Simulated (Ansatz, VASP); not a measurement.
# Ga12Sb5As7 (generalised stacking fault on (111) (shuffle set) of a GaAs-GaSb solid solution) in two plane-wave programs

One calculation is typed for both programs; each brings its own data sets. How far apart do they land? The cell is taken from a series of runs on this material, whose earlier steps may have relaxed, scaled, displaced or heated it; both programs get it as it stands.

Method: plane waves, with VASP 6.6.1 beside it; PBE, in Ansatz 0.2.0.

## 1. The starting structure

The cell holds 48 atoms: 24 Ga, 10 Sb and 14 As. Cell: a = 8.267 Å, b = 7.159 Å, c = 20.600 Å, α = 90.0°, β = 79.4°, γ = 90.0°. As first built, before any earlier steps moved the atoms or strained the cell (in the runner's words): zinc-blende GaAs (a = 5.8453 A), cell with z along [111], 2 x 1 x 2 periods; the third cell vector is tilted by 0.917 of 1/2[1-10] and lengthened by 0 A, so the cell holds one fault (shuffle set); displaced by a Gaussian of 0.01 A; 10 of 24 As sites given to Sb at random (lattice constant by Vegard's rule between GaAs and GaSb). The structure's axis is c.

## 2. VASP: single point, PBE

A single point takes one fixed geometry, so differences don't come from the geometry; what else differs is listed under the comparison.

Lines of VASP's logs that name or quote its potential files are left out, and so is its time.

INCAR

```
SYSTEM = Ga12Sb5As7
PREC = Accurate
ENCUT = 500
EDIFF = 1E-06
NELM = 120
ISMEAR = -1
SIGMA = 0.025
LREAL = Auto
ALGO = Normal
GGA = PE
NBANDS = 256
LORBIT = 11
LWAVE = .FALSE.
LCHARG = .FALSE.
ISIF = 2
LASPH = .TRUE.
GGA_COMPAT = .FALSE.
KPAR = 4
```

POSCAR

```
Ga12Sb5As7
1.0
    8.2665000000      0.0000000000      0.0000000000
    0.0000000000      7.1590000000      0.0000000000
    3.7887900000      0.0000000000     20.2487100000
Ga Sb As
24 10 14
Direct
    0.3115900000      0.5076400000      0.9453700000
    0.7009700000      0.8407100000      0.1105700000
    0.7895400000      0.5034500000      0.9387400000
    0.2282000000      0.8247900000      0.1102900000
    0.0531700000      0.0011200000      0.9381400000
    0.4546800000      0.3218000000      0.1090000000
    0.3836300000      0.6654100000      0.2712800000
    0.6397400000      0.1669300000      0.2630300000
    0.5423900000      0.5113700000      0.4332000000
    0.4586500000      0.8456700000      0.5996000000
    0.5497300000      0.9804100000      0.9439500000
    0.9821100000      0.3417600000      0.1087700000
    0.8908200000      0.6673600000      0.2638400000
    0.1380500000      0.1673700000      0.2708000000
    0.0619500000      0.4900700000      0.4384000000
    0.9775100000      0.8175100000      0.6049800000
    0.2917000000      0.9895100000      0.4377500000
    0.2086000000      0.3193500000      0.6043400000
    0.1291800000      0.6548300000      0.7657100000
    0.3910800000      0.1869600000      0.7662400000
    0.8196300000      0.0160800000      0.4338900000
    0.7311900000      0.3489500000      0.6069600000
    0.6457400000      0.6617300000      0.7727400000
    0.8897700000      0.1570000000      0.7639000000
    0.7324500000      0.4979800000      0.0669400000
    0.5699200000      0.1670000000      0.3922200000
    0.4847600000      0.4990500000      0.5616200000
    0.4069000000      0.8363800000      0.7281600000
    0.9888200000      0.9977200000      0.0666500000
    0.8283200000      0.6701200000      0.3932400000
    0.0733700000      0.6605600000      0.8949500000
    0.3289300000      0.1733500000      0.8962200000
    0.7452500000      0.0058700000      0.5623900000
    0.8163200000      0.1639400000      0.8934300000
    0.6512800000      0.8324800000      0.2309300000
    0.2436600000      0.5043800000      0.0669100000
    0.1580200000      0.8353900000      0.2311500000
    0.4814900000      0.9987000000      0.0658900000
    0.4025600000      0.3335200000      0.2302400000
    0.3154500000      0.6677200000      0.3942800000
    0.9100100000      0.3341300000      0.2296100000
    0.0820700000      0.1702800000      0.3934500000
    0.9963300000      0.4971000000      0.5613400000
    0.9071900000      0.8263900000      0.7270800000
    0.2294100000      0.9977400000      0.5605400000
    0.1529500000      0.3280700000      0.7257800000
    0.6639800000      0.3393800000      0.7284100000
    0.5708900000      0.6673000000      0.8965400000
```

KPOINTS

```
Automatic mesh
0
Gamma
2 2 1
0 0 0
```

The projector-augmented-wave data sets are Ga_d, Sb and As (PBE family, release 64).

On the command line:

```bash
> mpirun -np 8 vasp_std
```

Numbers of over 12 decimals in the logs are rounded to 6 here.

The program printed:

```text
[banner, memory and clock lines left out]
running    8 mpi-ranks, on    1 nodes
[...]
|                                                                             |
|           W    W    AA    RRRRR   N    N  II  N    N   GGGG   !!!           |
|           W    W   A  A   R    R  NN   N  II  NN   N  G    G  !!!           |
|           W    W  A    A  R    R  N N  N  II  N N  N  G       !!!           |
|           W WW W  AAAAAA  RRRRR   N  N N  II  N  N N  G  GGG   !            |
|           WW  WW  A    A  R   R   N   NN  II  N   NN  G    G                |
|           W    W  A    A  R    R  N    N  II  N    N   GGGG   !!!           |
|                                                                             |
|     For optimal performance we recommend to set                             |
|       NCORE = 2 up to number-of-cores-per-socket                            |
|     NCORE specifies how many cores store one orbital (NPAR=cpu/NCORE).      |
|     This setting can greatly improve the performance of VASP for DFT.       |
|     The default, NCORE=1 might be grossly inefficient on modern             |
|     multi-core architectures or massively parallel machines. Do your        |
|     Unfortunately you need to use the default for GW and RPA                |
|     calculations (for HF NCORE is supported but not extensively tested      |
|     yet).                                                                   |
|                                                                             |

 LDA part: xc-table for (Slater+PW92), standard interpolation
 POSCAR, INCAR and KPOINTS ok, starting setup
[...]
entering main loop
       N       E                     dE             d eps       ncg     rms          rms(c)
DAV:   1     0.507499885087E+04    0.50750E+04   -0.16703E+05  2048   0.224E+03
DAV:   2     0.105098777461E+04   -0.40240E+04   -0.39061E+04  2080   0.638E+02
DAV:   3    -0.495669230377E+02   -0.11006E+04   -0.10227E+04  2456   0.221E+02
DAV:   4    -0.180017231340E+03   -0.13045E+03   -0.12661E+03  2448   0.698E+01
[...]
DAV:  17    -0.186833131498E+03   -0.46512E-05   -0.50397E-05  2248   0.446E-02    0.499E-03
DAV:  18    -0.186833133895E+03   -0.23974E-05   -0.21846E-05  2880   0.208E-02    0.406E-03
DAV:  19    -0.186833134398E+03   -0.50309E-06   -0.26670E-06  1480   0.741E-03
   1 F= -.18683313E+03 E0= -.18682454E+03  d E =-.171884E-01
```

OUTCAR, selected parts (step 2):

```text
  Total       27.9068036     22.7374105     22.9795532     -0.5226814      0.3233969      3.6406918
  in kB       37.3120651     30.4004626     30.7242132     -0.6988376      0.4323893      4.8676921
  external PRESSURE =      32.8122469 kB  Pullay stress =       0.0000000 kB

 POSITION                                       TOTAL-FORCE (eV/Angst)
 -----------------------------------------------------------------------------------
      6.15757      3.63419     19.14252         0.002268      0.001347     -0.000152
      6.21350      6.01864      2.23890         0.005065     -0.002764     -0.000171
     10.08342      3.60420     19.00827         0.006247     -0.003760      0.001641
      2.30428      5.90467      2.23323        -0.001662      0.001459     -0.000134
      3.99395      0.00802     18.99612         0.001562     -0.002039      0.002592
      4.17159      2.30377      2.20711         0.005092      0.003800      0.003742
      4.19910      4.76367      5.49307         0.000417     -0.000738     -0.001200
      6.28498      1.19505      5.32602         0.002789      0.000586      0.003697
      6.12497      3.66090      8.77174         0.000376     -0.001076      0.006686
      6.06319      6.05415     12.14113         0.000817     -0.002016      0.003390
      8.12077      7.01876     19.11377        -0.000871      0.006707     -0.003012
      8.53072      2.44666      2.20245        -0.000358      0.000655     -0.002932
      8.36360      4.77763      5.34242        -0.000003      0.000853      0.004990
      2.16719      1.19820      5.48335        -0.002246     -0.000482     -0.002315
[...]
-----------------------------------------------------------------------------------
    total drift:                                0.024129     -0.028043     -0.029199

  FREE ENERGIE OF THE ION-ELECTRON SYSTEM (eV)
  ---------------------------------------------------
  free  energy   TOTEN  =      -186.8331343984 eV

  energy  without entropy=     -186.8159460403  energy(sigma->0) =     -186.82454022

[... 3 further parts left out ...]
[key lines of the parts left out:]
E-fermi :   4.5281
```

The run ends at a pressure of 3.28 GPa, with forces up to 0.012 eV/Å.

## 3. Ansatz: single point, PBE

Ansatz runs on its default PAW (the set named soft_2) files.

The same cell, functional, mesh and smearing now go to Ansatz, which takes its cutoff from its data sets.

input.yaml

```yaml
crystal:
  lattice:
    - [8.2665, 0.0, 0.0]
    - [0.0, 7.159, 0.0]
    - [3.78879, 0.0, 20.24871]
  atoms:
    - { symbol: Ga, position: [0.31159, 0.50764, 0.94537] }
    - { symbol: Sb, position: [0.73245, 0.49798, 0.06694] }
    - { symbol: Ga, position: [0.70097, 0.84071, 0.11057] }
    - { symbol: As, position: [0.65128, 0.83248, 0.23093] }
    - { symbol: Ga, position: [0.78954, 0.50345, 0.93874] }
    - { symbol: As, position: [0.24366, 0.50438, 0.06691] }
    - { symbol: Ga, position: [0.2282, 0.82479, 0.11029] }
    - { symbol: As, position: [0.15802, 0.83539, 0.23115] }
    - { symbol: Ga, position: [0.05317, 0.00112, 0.93814] }
    - { symbol: As, position: [0.48149, 0.9987, 0.06589] }
    - { symbol: Ga, position: [0.45468, 0.3218, 0.109] }
    - { symbol: As, position: [0.40256, 0.33352, 0.23024] }
    - { symbol: Ga, position: [0.38363, 0.66541, 0.27128] }
    - { symbol: As, position: [0.31545, 0.66772, 0.39428] }
    - { symbol: Ga, position: [0.63974, 0.16693, 0.26303] }
    - { symbol: Sb, position: [0.56992, 0.167, 0.39222] }
    - { symbol: Ga, position: [0.54239, 0.51137, 0.4332] }
    - { symbol: Sb, position: [0.48476, 0.49905, 0.56162] }
    - { symbol: Ga, position: [0.45865, 0.84567, 0.5996] }
    - { symbol: Sb, position: [0.4069, 0.83638, 0.72816] }
    - { symbol: Ga, position: [0.54973, 0.98041, 0.94395] }
    - { symbol: Sb, position: [0.98882, 0.99772, 0.06665] }
    - { symbol: Ga, position: [0.98211, 0.34176, 0.10877] }
    - { symbol: As, position: [0.91001, 0.33413, 0.22961] }
    - { symbol: Ga, position: [0.89082, 0.66736, 0.26384] }
    - { symbol: Sb, position: [0.82832, 0.67012, 0.39324] }
    - { symbol: Ga, position: [0.13805, 0.16737, 0.2708] }
    - { symbol: As, position: [0.08207, 0.17028, 0.39345] }
    - { symbol: Ga, position: [0.06195, 0.49007, 0.4384] }
    - { symbol: As, position: [0.99633, 0.4971, 0.56134] }
    - { symbol: Ga, position: [0.97751, 0.81751, 0.60498] }
    - { symbol: As, position: [0.90719, 0.82639, 0.72708] }
    - { symbol: Ga, position: [0.2917, 0.98951, 0.43775] }
    - { symbol: As, position: [0.22941, 0.99774, 0.56054] }
    - { symbol: Ga, position: [0.2086, 0.31935, 0.60434] }
    - { symbol: As, position: [0.15295, 0.32807, 0.72578] }
    - { symbol: Ga, position: [0.12918, 0.65483, 0.76571] }
    - { symbol: Sb, position: [0.07337, 0.66056, 0.89495] }
    - { symbol: Ga, position: [0.39108, 0.18696, 0.76624] }
    - { symbol: Sb, position: [0.32893, 0.17335, 0.89622] }
    - { symbol: Ga, position: [0.81963, 0.01608, 0.43389] }
    - { symbol: Sb, position: [0.74525, 0.00587, 0.56239] }
    - { symbol: Ga, position: [0.73119, 0.34895, 0.60696] }
    - { symbol: As, position: [0.66398, 0.33938, 0.72841] }
    - { symbol: Ga, position: [0.64574, 0.66173, 0.77274] }
    - { symbol: As, position: [0.57089, 0.6673, 0.89654] }
    - { symbol: Ga, position: [0.88977, 0.157, 0.7639] }
    - { symbol: Sb, position: [0.81632, 0.16394, 0.89343] }
kpoints:
  mp_grid: { grid: [2, 2, 1] }
hamiltonian:
  xc: pbe
scf:
  occupations: { method: fermi_dirac, width: 0.025 }
output:
  forces: true
  stress: true
  populations: true
  dos:
    method: { smearing: { sigma: 0.1 } }
    de: 0.1
    projected: { site_lists: { As: [As], Ga: [Ga], Sb: [Sb] } }
  eigenvalues: true
  write_density: true
  write_potential: true
  volumetric_format: npy
  elf: true
```

On the command line:

```bash
> ansatz run input.yaml --threads 4 --pin off --max-ram 8192MiB --backend cpu --events-out ev --progress --plain --runs-dir out
```

The program printed:

```text
Engine: ansatz 0.2.0, aarch64-unknown-linux-gnu
Pseudopotentials: kind: paw
Pseudopotential: Ga, paw, valence charge 13, recommended cutoff 420 eV (normal), Ga.paw.azcp
Pseudopotential: Sb, paw, valence charge 15, recommended cutoff 420 eV (normal), Sb.paw.azcp
Pseudopotential: As, paw, valence charge 15, recommended cutoff 420 eV (normal), As.paw.azcp
Functional definition: PBE
  parameter kappa = 0.804
  parameter beta = 0.066725
  exchange = pbe_x(kappa = kappa, mu = beta*pi^2/3)
  correlation = pbe_c(beta = beta)
Crystal: 48 atoms, lattice volume = 1198.316 Å³
Basis set: ecut = 420 eV, 23405 PW (Γ), exchange–correlation on 120×96×288 points (8 copies of the dense FFT grid, shifted against one another)
Bands: 404, of which v1, the nominal top of the filled ones, is band 336 counted from 1 (335 counted from 0)
Symmetry: 1 space group operations
Space group: P1 (ITA 1), of the structure as read, at distance tolerance 1.1e-4 Å
k-points: 4
Non-local potential: Ga, projectors of the file, l = 0: 2, l = 1: 2, l = 2: 3, l = 3: 1
Non-local potential: Sb, projectors of the file, l = 0: 2, l = 1: 2, l = 2: 2, l = 3: 2
Non-local potential: As, projectors of the file, l = 0: 2, l = 1: 2, l = 2: 3, l = 3: 1
PAW form: soft (Blöchl's): semilocal exchange-correlation on the pseudo side does not see the compensation charge
PAW one-centre angular grid: Ga, 590 points (default); XC on 64 Gauss nodes
PAW one-centre angular grid: Sb, 590 points (default); XC on 64 Gauss nodes
PAW one-centre angular grid: As, 590 points (default); XC on 64 Gauss nodes
Initial density: superposition of atomic densities (neutral atoms: chi_scale 0, normalization atom), corrected by the library's trained network
Initial wavefunctions: pseudopotential atomic-orbital guess
Functional: x = pbe(κ = 0.804, μ = 0.219515), c = pbe(β = 0.066725)
SCF iter   1: F=—  HF=-223633.740307 eV  |F-HF|=—  |Δ(HF+E_count)|=         —  Δρ=1.79e-3  dr2=8.35e-2  ethr=1.77e-3  ⟨swp⟩=6.0  Hψ=5867  notcnv=0  defer=25
preconditioner: auto → LDOS  [insulator: Δε(μ)=0.089 eV  Ē_g=14.134 eV  σ=0.025 eV  W_gap=0.70  n_scr=304 (ndim 8)  ℏωp=22.3 eV  f_vac=0.084  D(μ)=6.29/eV (n_scr^D=20)  ε∞_Penn≈3.5  β→1.0]
SCF iter   2: F=—  HF=-223633.710764 eV  |F-HF|=—  |Δ(HF+E_count)|=   2.95e-2  Δρ=1.51e-3  dr2=4.19e-2  ethr=1.24e-5  ⟨swp⟩=2.0  Hψ=2959  notcnv=0  defer=237
SCF iter   3: F=—  HF=-223633.695141 eV  |F-HF|=—  |Δ(HF+E_count)|=   1.56e-2  Δρ=3.89e-4  dr2=2.90e-3  ethr=6.24e-6  ⟨swp⟩=2.0  Hψ=2478  notcnv=0  defer=237
SCF iter   4: F=—  HF=-223633.693759 eV  |F-HF|=—  |Δ(HF+E_count)|=   1.38e-3  Δρ=7.86e-5  dr2=1.15e-4  ethr=4.31e-7  ⟨swp⟩=2.0  Hψ=2296  notcnv=0  defer=237
SCF iter   5: F=—  HF=-223633.693755 eV  |F-HF|=—  |Δ(HF+E_count)|=   4.12e-6  Δρ=2.49e-5  dr2=1.64e-5  ethr=1.71e-8  ⟨swp⟩=2.0  Hψ=2444  notcnv=0  defer=237
SCF iter   6: F=—  HF=-223633.693960 eV  |F-HF|=—  |Δ(HF+E_count)|=   2.05e-4  Δρ=9.46e-6  dr2=4.02e-6  ethr=2.43e-9  ⟨swp⟩=2.0  Hψ=2504  notcnv=0  defer=237
SCF iter   7: F=—  HF=-223633.693959 eV  |F-HF|=—  |Δ(HF+E_count)|=   4.97e-7  Δρ=2.72e-6  dr2=2.01e-7  ethr=5.98e-10  ⟨swp⟩=2.0  Hψ=2356  notcnv=0  defer=237
SCF iter   8: F=-223633.693959 eV  HF=-223633.693959 eV  |F-HF|=1.05e-9  |Δ(HF+E_count)|=   3.59e-8  Δρ=1.07e-6  dr2=1.73e-8  ethr=1.49e-11  ⟨swp⟩=14.0  Hψ=12453  notcnv=0
SCF 1 converged in 8 iterations: F = -223633.693959 eV  dr2 = 1.73e-8
  greatest PAW one-centre occupation: 0.999 electrons in one spin orbital (limit 2), on the As atom at site 45 (counted from 0), in its partial waves of l = 2
SCF converged after 8 iterations
Free energy (F): -223633.693959 eV
Harris-Foulkes:  -223633.693959 eV  (|F-HF|=1.05e-9)
Internal energy: -223633.676853 eV  (E = F + TS)
E sigma→0 (E₀):  -223633.685406 eV
Entropy (-TS):   -0.017107 eV (-0.356 meV/atom)
Fermi energy:    8.127285 eV
--- Per-component energies (eV) ---
  E_band       = -6959.838364
  E_kinetic    = 6305.960325
  E_local      = -94548.283793  (includes V_loc(G=0)·N_el)
  E_nonlocal   = 4431.508495
  E_hartree    = 45949.805572
  E_xc         = -4153.442273
  E_vxc        = -3466.689497  (∫ρ·V_xc dr)
  E_paw        = -119187.247690  (= ΣΔE_a)
  E_vpaw       = -11581.938749  (= ΣTr[D̂ρ^β])
  E_aug_tail   = -0.002645  (compensation charges beyond the density's cutoff)
  E_ewald      = -62431.974844
  E_smearing   = -0.017107  (= −TS)
  E_closure    = 0.000000  (closes the sum)
  Σ components = -223633.693959   (vs F -223633.693959, Δ=0.00e0)
--- Forces (eV/Å), atoms counted from 1 ---
  atom   1  Ga     0.00504470     0.00259073     0.00050694
  atom   2  Sb    -0.00225284     0.00297292    -0.00092800
  atom   3  Ga     0.00256416    -0.00136132     0.00290743
  atom   4  As    -0.00016707     0.00165265    -0.00172688
  atom   5  Ga     0.00231898    -0.00161835    -0.00109009
  atom   6  As    -0.00347896    -0.00145066    -0.00028195
[...]
k-point 3: bands = [... 332 lower, 7.0565, 7.1207, 7.3782, 7.4827, 9.6017, 9.7274, 9.8360, 9.8763, ... 64 higher]
--- Löwdin populations: 48 sites ---
  site symbol       q [e]
     0     Ga     13.1246
     1     Sb     14.6691
     2     Ga     13.1252
     3     As     15.0089
     4     Ga     13.2286
     5     As     14.9986
     6     Ga     13.0343
     7     As     15.0144
     8     Ga     13.3248
     9     As     14.9994
    10     Ga     13.0336
    11     As     15.0147
    12     Ga     12.9440
    13     As     15.0032
    14     Ga     13.0351
    15     Sb     14.6693
    16     Ga     13.2251
    17     Sb     14.6665
    18     Ga     13.2221
    19     Sb     14.6730
    20     Ga     13.1241
    21     Sb     14.6661
    22     Ga     13.1221
    23     As     15.0081
[...]
40     Ga     13.2235
    41     Sb     14.6657
    42     Ga     13.1254
    43     As     14.9991
    44     Ga     13.0282
    45     As     14.9934
    46     Ga     13.0344
    47     Sb     14.6535
  spilling = 0.001483 (of n_electrons = 672.000000)
```

## 4. Differences

Known differences besides the potentials themselves: the data sets hold 672 valence electrons in Ansatz (on its default PAW (the set named soft_2) files) and 432 in VASP; the cutoff is 420 eV in Ansatz and 500 eV in VASP (PREC = Accurate, projectors in real space). Total energies have different zeros and are not compared.

The two programs side by side:

```
              quantity  Ansatz   VASP  difference
        pressure (GPa)    3.14   3.28       -0.14
gap on the k mesh (eV)   0.065  0.064      +0.001
```

The largest component of a force difference here is 10 meV/Å. A gap on the mesh is an upper bound, since the band edges may lie between its points.

## 5. Results

```
difference in gap on the k mesh (single point, PBE) : 7.5e-4 eV
```

**Reading.** The difference in gap on the k mesh is 7.5e-4 eV (single point, PBE), within the 0.08 eV picked in this series as the mark of a large difference. The data sets hold unlike numbers of valence electrons (672 in Ansatz and 432 in VASP), so part of the differences may come from the potentials. How closely two codes agree says nothing of how well the functional describes the real material.

[Lines on the potential files, build, host, timing and source positions are cut from VASP's logs without a mark.]

[Logs are printed without paths, hosts, clocks, repeated set-up lines and the standing remarks that a program may print on its own settings, such as how far it seeks lower states.]

[Hosts, paths, dates, database ids (printed as entryN), source tags and the programs' standing remarks are cut or masked in the printed files.]
